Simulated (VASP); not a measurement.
# Lu (P6_3/mmc) in VASP: further runs

The runs below take Lu through relaxation of shape and atoms at fixed volume, relaxation of cell and atoms, with PBE+D3(BJ), PBE.

Program: VASP 6.6.1. These are calculated values, not measurements. Logs are shortened: lines on timing, memory, paths and dates and some standing lists are left out, and cuts for length are marked.

## Step 1: Starting point

The structure is hexagonal, space group P6_3/mmc (No. 194). Conventional cell: a = 3.503 Å, b = 3.503 Å, c = 5.551 Å, α = 90.00°, β = 90.00°, γ = 120.00°. Lu (site symmetry -6m2) is surrounded by 12 Lu at 3.43 to 3.50 Å.

## Step 2: Relaxation of shape and atoms at fixed volume, PBE+D3(BJ) (a relaxed cell with its volume scaled by 1.06)

INCAR

```
SYSTEM = Lu
PREC     = Accurate       ! precision mode
ENCUT    = 600            ! plane-wave cutoff, eV
EDIFF    = 1E-7           ! SCF threshold, eV
ISMEAR   = 1              ! smearing method
SIGMA    = 0.1            ! smearing width, eV
LREAL    = .FALSE.        ! projectors in reciprocal space
LASPH    = .TRUE.         ! aspherical terms in the spheres
NELM     = 80             ! most SCF steps
ALGO     = Normal         ! electronic algorithm
ISIF     = 4              ! what is computed and relaxed
LWAVE    = .FALSE.        ! write WAVECAR
LCHARG   = .FALSE.        ! write CHGCAR
GGA      = PE             ! functional
IVDW     = 12             ! dispersion correction
IBRION   = 2              ! ionic algorithm
NSW      = 40             ! ionic steps
EDIFFG   = -0.01          ! ionic threshold
```

KPOINTS

```
Automatic mesh
0
G
  12 12 7
  0 0 0
```

POSCAR

```
Lu                                      
1.0
    3.5319221256      0.0000000000      0.0000000000
   -1.7659610627      3.0587342849     -0.0000000000
   -0.0000000000      0.0000000000      5.4954918059
  Lu            
     2
Direct
     0.3333333332999970    0.6666666667000030    0.2500000000000000
     0.6666666667000030    0.3333333332999970    0.7500000000000000
```

Potentials or basis: VASP PAW PBE potentials, release 64 (Lu).

Launch:

```console
> cat potpaw_PBE.64/Lu/POTCAR > POTCAR
> mpirun -np 1 vasp_std > vasp.out
```

OUTCAR:

```text
SYSTEM = Lu
   PREC = Accurate
   ENCUT = 600
   EDIFF = 1E-7
   ISMEAR = 1
   LREAL = .FALSE.
   LASPH = .TRUE.
   NELM = 80
   ISIF = 4
   GGA = PE
   IVDW = 12
   IBRION = 2
   NSW = 40
   EDIFFG = -0.01
 IVDW          = 12

 ion  position               nearest neighbor table
   1  0.333  0.667  0.250-   2 3.42   2 3.42   2 3.42   2 3.42   2 3.42   2 3.42
   2  0.667  0.333  0.750-   1 3.42   1 3.42   1 3.42   1 3.42   1 3.42   1 3.42

  LATTYP: Found a hexagonal cell.
 ALAT       =     3.5319221256
 C/A-ratio  =     1.5559493133

  Lattice vectors:

 A1 = (   3.5319221256,   0.0000000000,   0.0000000000)
 A2 = (  -1.7659610627,   3.0587342849,   0.0000000000)
 A3 = (   0.0000000000,   0.0000000000,   5.4954918059)

Analysis of symmetry for initial positions (statically):
=====================================================================
 Subroutine PRICEL returns:
 Original cell was already a primitive cell.

 Routine SETGRP: Setting up the symmetry group for a
 hexagonal supercell.

 Subroutine GETGRP returns: Found 24 space group operations
 (whereof 12 operations were pure point group operations)
 out of a pool of 24 trial point group operations.

The static configuration has the point symmetry D_3d.
 The point group associated with its full space group is D_6h.

Analysis of symmetry for dynamics (positions and initial velocities):
=====================================================================
 Subroutine PRICEL returns:
 Original cell was already a primitive cell.

 Routine SETGRP: Setting up the symmetry group for a
 hexagonal supercell.

 Subroutine GETGRP returns: Found 24 space group operations
 (whereof 12 operations were pure point group operations)
 out of a pool of 24 trial point group operations.

The dynamic configuration has the point symmetry D_3d.
 The point group associated with its full space group is D_6h.

 Subroutine INISYM returns: Found 24 space group operations
 (whereof 12 operations are pure point group operations),
 and found     1 'primitive' translations

----------------------------------------------------------------------------------------

                                     Primitive cell

  volume of cell :      59.3690

  direct lattice vectors                    reciprocal lattice vectors
     3.531922126  0.000000000  0.000000000     0.283131950  0.163466308  0.000000000
    -1.765961063  3.058734285  0.000000000     0.000000000  0.326932616  0.000000000
     0.000000000  0.000000000  5.495491806     0.000000000  0.000000000  0.181967335

  length of vectors
     3.531922126  3.531922125  5.495491806     0.326932616  0.326932616  0.181967335

  position of ions in fractional coordinates (direct lattice)
     0.333333333  0.666666667  0.250000000
     0.666666667  0.333333333  0.750000000

  ion indices of the primitive-cell ions
   primitive index   ion index
                 1           1
                 2           2

----------------------------------------------------------------------------------------

 KPOINTS: Automatic mesh

Automatic generation of k-mesh.
 Grid dimensions read from file:
 generate k-points for:   12   12    7

 Generating k-lattice:

  Cartesian coordinates                     Fractional coordinates (reciprocal lattice)
     0.023594329  0.013622192  0.000000000     0.083333333  0.000000000  0.000000000
     0.000000000  0.027244385  0.000000000     0.000000000  0.083333333  0.000000000
     0.000000000  0.000000000  0.025995334     0.000000000  0.000000000  0.142857143

  Length of vectors
     0.027244385  0.027244385  0.025995334

  Shift w.r.t. Gamma in fractional coordinates (k-lattice)
     0.000000000  0.000000000  0.000000000

 Subroutine IBZKPT returns following result:
 ===========================================

 Found     76 irreducible k-points:

 Following reciprocal coordinates:
            Coordinates               Weight
  0.000000  0.000000  0.000000      1.000000
  0.083333 -0.000000  0.000000      6.000000
  0.166667 -0.000000  0.000000      6.000000
  0.250000 -0.000000  0.000000      6.000000
  0.333333 -0.000000  0.000000      6.000000
  0.416667 -0.000000  0.000000      6.000000
[... 16 lines left out ...]
  0.250000 -0.000000  0.142857     12.000000
  0.333333 -0.000000  0.142857     12.000000
 [... further k-points ...]
   k-points           NKPTS =     76   k-points in BZ     NKDIM =     76   number of bands    NBANDS=     30
   number of dos      NEDOS =    301   number of ions     NIONS =      2
   total plane-waves  NPLWV =  37632
   dimension x,y,z NGX =    28 NGY =   28 NGZ =   48
   dimension x,y,z NGXF=    56 NGYF=   56 NGZF=   96
   ions per type =               2
   NGX,Y,Z   is equivalent  to a cutoff of  13.18, 13.18, 14.52 a.u.
   NGXF,Y,Z  is equivalent  to a cutoff of  26.36, 26.36, 29.04 a.u.
 SYSTEM =  Lu
   PREC   = accura    normal or accurate (medium, high low for compatibility)
[... 27 lines left out ...]
     AMIX     =   0.40;   BMIX     =  1.00
     AMIX_MAG =   1.60;   BMIX_MAG =  1.00
  volume/ion in A,a.u.               =      29.68       200.32
  Fermi-wavevector in a.u.,A,eV,Ry     =   1.546008  2.921531 32.519832  2.390140
  Thomas-Fermi vector in A             =   2.651305
   LORBIT       =      0    0 simple, 1 ext, 2 COOP (PROOUT), +10 PAW based schemes
   GGA     = PE    functional components
   LHFCALC =     F    Hartree Fock is set to
   AEXX    =    0.0000 exact exchange contribution
   IVDW    =    12    specifies the selected vdW correction
   LEPSILON=     F    determine dielectric tensor
   LRPA    =     F    only Hartree local field effects (RPA)
 conjugate gradient relaxation of ions
 non-spin polarized calculation
 Methfessel and Paxton  Order N= 1 SIGMA  =   0.10
  energy-cutoff  :      600.00
  volume of cell :       59.37
 maximum number of plane-waves:      1999
   NGX = 15   NGY = 15   NGZ = 21

 number of electron      49.9999998 magnetization

 Free energy of the ion-electron system (eV)
  ---------------------------------------------------
  ext. energy  EPLUGINS =         0.00000000
  ---------------------------------------------------
  free energy    TOTEN  =        -9.04087668 eV

  energy without entropy =       -9.04091018  energy(sigma->0) =       -9.04088785

 E-fermi :   2.1529     XC(G=0): -10.5736

 val. band max:        2.1509586072   @ k =   0.4167  -0.0000   0.4286
 cond. band min:       2.1586918892   @ k =   0.4167  -0.0000   0.2857
 fundamental gap:      0.0077332821
 Fermi energy:         2.1528951935

 k-point     1 :       0.0000    0.0000    0.0000
  band No.  band energies     occupation
      1     -54.0910      2.00000
      2     -54.0578      2.00000
      3     -25.0146      2.00000
      4     -24.6171      2.00000
      5     -24.6171      2.00000
      6     -24.5356      2.00000
[... 22 lines left out ...]
     29       5.0403      0.00000
     30       5.0403      0.00000

 k-point     2 :       0.0833   -0.0000    0.0000
  band No.  band energies     occupation
      1     -54.0896      2.00000
      2     -54.0574      2.00000
      3     -25.0042      2.00000
      4     -24.6372      2.00000
      5     -24.6242      2.00000
      6     -24.5570      2.00000
[... 22 lines left out ...]
     29       5.0677      0.00000
     30       5.1885      0.00000

 k-point     3 :       0.1667   -0.0000    0.0000
  band No.  band energies     occupation
      1     -54.0855      2.00000
      2     -54.0563      2.00000
      3     -24.9744      2.00000
      4     -24.6923      2.00000
      5     -24.6429      2.00000
      6     -24.6143      2.00000
[... 22 lines left out ...]
     29       4.9201      0.00000
     30       4.9884      0.00000

 k-point     4 :       0.2500   -0.0000    0.0000
  band No.  band energies     occupation
      1     -54.0797      2.00000
      2     -54.0550      2.00000
      3     -24.9293      2.00000
      4     -24.7680      2.00000
      5     -24.6899      2.00000
      6     -24.6675      2.00000
[... 616 lines left out ...]
     29       4.6509      0.00000
     30       5.2246      0.00000

 k-point    23 :       0.2500   -0.0000    0.1429
  band No.  band energies     occupation
      1     -54.0785      2.00000
      2     -54.0562      2.00000
      3     -24.9238      2.00000
      4     -24.7535      2.00000
      5     -24.7066      2.00000
      6     -24.6621      2.00000
[... 22 lines left out ...]
     29       4.6052      0.00000
     30       5.6935      0.00000

 k-point    24 :       0.3333   -0.0000    0.1429
  band No.  band energies     occupation
      1     -54.0724      2.00000
      2     -54.0552      2.00000
      3     -24.9060      2.00000
      4     -24.8062      2.00000
      5     -24.7726      2.00000
      6     -24.6853      2.00000
[... 22 lines left out ...]
     29       4.3528      0.00000
     30       6.5572      0.00000

 [... further k-points ...]

------------------------ aborting loop because EDIFF is reached ----------------------------------------

 Edisp (eV)   -0.69269

 E8    (eV) :    -0.3629

  FORCE on cell =-STRESS in cart. coord.  units (eV):
  Direction    XX          YY          ZZ          XY          YZ          ZX
  --------------------------------------------------------------------------------------
  -------------------------------------------------------------------------------------
  Total      -0.99765    -0.99765    -0.98007    -0.00000     0.00000     0.00000
  in kB     -26.92328   -26.92328   -26.44897    -0.00000     0.00000     0.00000
  external pressure =      -26.77 kB  Pullay stress =        0.00 kB

 VOLUME and BASIS-vectors are now :
 -----------------------------------------------------------------------------
  energy-cutoff  :      600.00
  volume of cell :       59.37
      direct lattice vectors                 reciprocal lattice vectors
     3.531922126  0.000000000  0.000000000     0.283131950  0.163466308  0.000000000
    -1.765961063  3.058734285  0.000000000     0.000000000  0.326932616  0.000000000
     0.000000000  0.000000000  5.495491806     0.000000000  0.000000000  0.181967335

 POSITION                                       TOTAL-FORCE (eV/Angst)
 -----------------------------------------------------------------------------------
     -0.00000      2.03916      1.37387         0.000000      0.000000      0.000000
      1.76596      1.01958      4.12162        -0.000000     -0.000000      0.000000
 -----------------------------------------------------------------------------------
    total drift:                               -0.000000      0.000000     -0.000000

  FREE ENERGIE OF THE ION-ELECTRON SYSTEM (eV)
  ---------------------------------------------------
  free  energy   TOTEN  =        -9.7335666768 eV

  energy  without entropy=       -9.7336001731  energy(sigma->0) =       -9.73357784

 reached required accuracy - stopping structural energy minimisation
```

Wall time 2.5 min (1 thread of Intel Xeon Platinum 8488C (Sapphire Rapids), shared host); peak memory 0.3 GiB.

Results:

```yaml
Free_energy: -9.7336 eV
Pressure_after_relaxing: -2.7 GPa
Band_gap_on_the_k_mesh: none (metal or under the smearing width)
Dispersion_energy_per_atom: -0.346 eV
```

Final structure:
```
CELL_PARAMETERS angstrom
3.53192 0.00000 0.00000
-1.76596 3.05873 0.00000
0.00000 0.00000 5.49549
ATOMIC_POSITIONS crystal
Lu 0.33333 0.66667 0.25000
Lu 0.66667 0.33333 0.75000
```

Levels at points of the mesh, in eV from the Fermi level:
```tsv
k point	band 23	band 24	band 25	band 26	band 27	band 28
(0.00, 0.00, 0.00)	-4.91	-2.35	0.63	2.16	2.16	2.62
(0.50, 0.00, 0.00)	-2.35	-1.37	-0.80	-0.39	1.58	1.82
```

Caveat: the relaxation stopped at its first step, so nothing moved; pairwise dispersion overbinds metals, which lowers pressure and volume.

## Step 3: Relaxation of cell and atoms, PBE

INCAR

```
ALGO = Normal ; EDIFF = 1E-6
EDIFFG = -0.01 ; ENCUT = 300
GGA = PE ; IBRION = 2
ISIF = 3 ; ISMEAR = 1
LASPH = T ; LCHARG = F
LREAL = F ; LWAVE = F
NELM = 80 ; NSW = 90
PREC = Accurate ; SIGMA = 0.1
```

KPOINTS

```
k-points
0
Gamma
  6 6 4
```

POSCAR

```
Lu
1.0
    3.5031000000      0.0000000000      0.0000000000
   -1.7515500000      3.0337735920      0.0000000000
    0.0000000000      0.0000000000      5.5509000000
Lu
2
Direct
    0.3333333333      0.6666666667      0.2500000000
    0.6666666667      0.3333333333      0.7500000000
```

Potentials or basis: VASP PAW PBE potentials, release 64 (Lu).

Launch:

```console
> cat potpaw_PBE.64/Lu/POTCAR > POTCAR
> mpirun -np 1 vasp_std > vasp.out
```

Run time: 47 s. Hardware: 1 thread of Intel Xeon 6975P-C (Granite Rapids), shared host; peak memory 0.15 GiB.

It converged, with:

```yaml
Free_energy: -9.0702 eV
Relaxed_volume: 28.95 Å³/atom
Relaxed_cell: a = 3.512 Å, b = 3.512 Å, c = 5.419 Å, α = 90.00°, β = 90.00°, γ = 120.00°
Space_group_after_relaxing_to_0.05_Å: P6_3/mmc (No. 194)
Energy_gained_by_relaxing: 5.8 meV/atom
Ionic_steps: 5
Pressure_after_relaxing: 0.0 GPa
Band_gap_on_the_k_mesh: none (metal or under the smearing width)
```

Step by step:
| step | energy change (eV) | largest force (eV/Å) | pressure (GPa) | volume (Å³) |
| --- | --- | --- | --- | --- |
| 1 | 0.0000 | 0.0000 | -0.84 | 58.99 |
| 2 | -0.0111 | 0.0000 | 0.23 | 57.67 |
| 3 | -0.0111 | 0.0000 | 0.27 | 57.62 |
| 4 | -0.0116 | 0.0000 | -0.07 | 57.96 |
| 5 | -0.0116 | 0.0000 | 0.00 | 57.90 |

Final structure:
```
Lu
1.0
     3.51239    0.00000    0.00000
    -1.75619    3.04182    0.00000
     0.00000    0.00000    5.41935
Lu
2
Direct
  0.33333 0.66667 0.25000
  0.66667 0.33333 0.75000
```

Levels at points of the mesh, in eV from the Fermi level:
```
           k point  band 21  band 22  band 23  band 24  band 25  band 26  band 27  band 28  band 29  band 30
(0.00, 0.00, 0.00)    -4.89    -4.88    -4.87    -2.39     0.75     2.13     2.13     2.70     2.90     2.90
(0.50, 0.00, 0.00)    -4.89    -4.88    -2.39    -1.43    -0.85    -0.42     1.64     1.77     2.44     6.07
(0.00, 0.00, 0.50)    -4.88    -4.88    -4.35    -4.35     1.25     1.25     2.02     2.02     2.02     2.02
(0.50, 0.00, 0.50)    -4.90    -4.90    -2.13    -2.13     0.09     0.09     1.36     1.36     3.29     3.29
```

Caveat: the cutoff is under 1.25 times the usual one of these potentials, so pressure, stress and relaxed cells hold a basis-set (Pulay) error.

## Step 4: Relaxation of cell and atoms, PBE

This run uses another cell than the first one, of 28.95 Å³/atom, 0.981 times its volume.

INCAR

```
ALGO = Normal ; EDIFF = 1E-7
EDIFFG = -0.005 ; ENCUT = 300
GGA = PE ; IBRION = 2
ISIF = 3 ; ISMEAR = 1
LASPH = T ; LCHARG = F
LREAL = F ; LWAVE = F
NELM = 80 ; NSW = 90
PREC = Accurate ; SIGMA = 0.1
```

KPOINTS is that of step 3.

POSCAR

```
Lu                                      
1.0
    3.5123867096      0.0000000000     -0.0000000000
   -1.7561933548      3.0418161184     -0.0000000000
    0.0000000000      0.0000000000      5.4193540508
  Lu            
     2
Direct
     0.3333333332999970    0.6666666667000030    0.2500000000000000
     0.6666666667000030    0.3333333332999970    0.7500000000000000
```

Launch:

```console
> cat potpaw_PBE.64/Lu/POTCAR > POTCAR
> mpirun -np 1 vasp_std > vasp.out
```

It took 20 s on 1 thread of Intel Xeon 6975P-C (Granite Rapids), shared host; peak memory 0.14 GiB.

Results (log left out):

```yaml
Free_energy: -9.0674 eV
Relaxed_volume: 28.93 Å³/atom
Relaxed_cell: a = 3.512 Å, b = 3.512 Å, c = 5.416 Å, α = 90.00°, β = 90.00°, γ = 120.00°
Space_group_after_relaxing_to_0.05_Å: P6_3/mmc (No. 194)
Energy_gained_by_relaxing: 0.0 meV/atom
Ionic_steps: 2
Pressure_after_relaxing: 0.0 GPa
Band_gap_on_the_k_mesh: none (metal or under the smearing width)
```

Final structure:
```yaml
crystal:
  lattice:
    - [3.51232, 0.00000, 0.00000]
    - [-1.75616, 3.04176, 0.00000]
    - [0.00000, 0.00000, 5.41649]
  atoms:
    - { symbol: Lu, position: [0.33333, 0.66667, 0.25000] }
    - { symbol: Lu, position: [0.66667, 0.33333, 0.75000] }
```

Levels at points of the mesh, in eV from the Fermi level:
| k point | band 23 | band 24 | band 25 | band 26 | band 27 | band 28 |
| --- | --- | --- | --- | --- | --- | --- |
| (0.00, 0.00, 0.00) | -4.87 | -2.39 | 0.75 | 2.13 | 2.13 | 2.70 |
| (0.50, 0.00, 0.00) | -2.39 | -1.43 | -0.85 | -0.42 | 1.64 | 1.77 |
| (0.00, 0.00, 0.50) | -4.35 | -4.35 | 1.25 | 1.25 | 2.02 | 2.02 |
| (0.50, 0.00, 0.50) | -2.13 | -2.13 | 0.09 | 0.09 | 1.36 | 1.36 |

Caveat: the cutoff is under 1.25 times the usual one of these potentials, so pressure, stress and relaxed cells hold a basis-set (Pulay) error. The run has no spin-orbit coupling, so splittings on Lu are missing.

## Step 5: Relaxation of shape and atoms at fixed volume, PBE (a relaxed cell with its volume scaled by 0.94)

INCAR

```
ALGO = Fast ; EDIFF = 1E-7
EDIFFG = -0.01 ; ENCUT = 300
GGA = PE ; IBRION = 2
ISIF = 4 ; ISMEAR = 1
LASPH = T ; LCHARG = F
LREAL = F ; LWAVE = F
NELM = 80 ; NSW = 40
PREC = Accurate ; SIGMA = 0.1
```

KPOINTS is that of step 4.

POSCAR

```
Lu                                      
1.0
    3.4406198440      0.0000000000     -0.0000000000
   -1.7203099220      2.9796641897      0.0000000000
   -0.0000000000      0.0000000000      5.3059216207
  Lu            
     2
Direct
     0.3333333332999970    0.6666666667000030    0.2500000000000000
     0.6666666667000030    0.3333333332999970    0.7500000000000000
```

Launch:

```console
> cat potpaw_PBE.64/Lu/POTCAR > POTCAR
> mpirun -np 1 vasp_std > vasp.out
```

Wall time 50 s (1 thread of Intel Xeon 6975P-C (Granite Rapids), shared host); peak memory 0.14 GiB.

The run converged. Its results:

| Item | Value |
| --- | --- |
| Free energy | -9.0207 eV |
| Energy gained by relaxing | 0.0 meV/atom |
| Ionic steps | 2 |
| Pressure after relaxing | 3.5 GPa |
| Band gap on the k mesh | none (metal or under the smearing width) |

Final structure:
```
Lu
1.0
     3.44181    0.00000    0.00000
    -1.72090    2.98069    0.00000
     0.00000    0.00000    5.30226
Lu
2
Cartesian
  0.0000 1.9871 1.3256
  1.7209 0.9936 3.9767
```

Levels at points of the mesh, in eV from the Fermi level:
```
           k point  band 22  band 23  band 24  band 25  band 26  band 27  band 28  band 29
(0.00, 0.00, 0.00)    -4.78    -4.77    -2.52     0.96     2.16     2.16     2.79     3.00
(0.50, 0.00, 0.00)    -4.77    -2.44    -1.56    -0.97    -0.37     1.76     1.77     2.57
(0.00, 0.00, 0.50)    -4.77    -4.42    -4.42     1.27     1.27     2.04     2.04     2.04
(0.50, 0.00, 0.50)    -4.80    -2.26    -2.26     0.09     0.09     1.49     1.49     3.43
```

Caveat: the cutoff is under 1.25 times the usual one of these potentials, so pressure, stress and relaxed cells hold a basis-set (Pulay) error. Spin-orbit coupling is left out, which matters for the levels of Lu.

## Step 6: Summary

| task | level | cell | k mesh | cutoff (eV) | gap on the mesh (eV) | pressure (GPa) |
| --- | --- | --- | --- | --- | --- | --- |
| relaxation of shape and atoms at fixed volume | PBE+D3(BJ) | atoms relaxed at fixed volume from: a relaxed cell with its volume scaled by 1.06 | 12 × 12 × 7 | 600 | none | -2.7 |
| relaxation of cell and atoms | PBE | relaxed | 6 × 6 × 4 | 300 | none | 0.0 |
| relaxation of shape and atoms at fixed volume | PBE | atoms relaxed at fixed volume from: a relaxed cell with its volume scaled by 0.94 | 6 × 6 × 4 | 300 | none | 3.5 |

Alike in all rows: potentials or basis VASP PAW PBE potentials, release 64 (Lu); no spin polarisation; smearing methfessel-paxton 0.1 eV.

Caveats: the cutoff is under 1.25 times the usual one of these potentials, so pressure, stress and relaxed cells hold a basis-set (Pulay) error (some runs); the relaxation stopped at its first step, so nothing moved (some runs); pairwise dispersion overbinds metals, which lowers pressure and volume (some runs).

Absolute energies hang on the potentials; compare differences alone.
